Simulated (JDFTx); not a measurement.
**Ni: equation of state with PBEsol**

Crystal: Ni.

```
Ni
1.0
     0.00000    1.73757    1.73757
     1.73757    0.00000    1.73757
     1.73757    1.73757    0.00000
Ni
1
Direct
  0.00000 0.00000 0.00000
```

* Program: JDFTx 1.7.0 (patched build)
* Task: equation of state
* Functional: PBEsol
* Potentials or basis: PseudoDojo-SR-PBEsol-0.4.1-standard
* Cutoff: 1333 eV
* Density cutoff: 5333 eV
* k mesh: 13 × 13 × 13
* Occupations: fermi-dirac, width 0.05 eV
* Spin: collinear spin, ferromagnetic start
* Starting moments: [1.0] μB

```json
{
  "Equilibrium volume": "10.39 Å³/atom",
  "Bulk modulus": "230 GPa",
  "Pressure derivative of the bulk modulus": "4.9"
}
```

Energy against volume, from the lowest point:
```
volume (Å³/atom)  energy (meV/atom)
           9.862              20.37
          10.072               6.56
          10.282               0.04
          10.492               0.00
          10.702               5.72
          10.912              16.52
          11.122              31.85
```
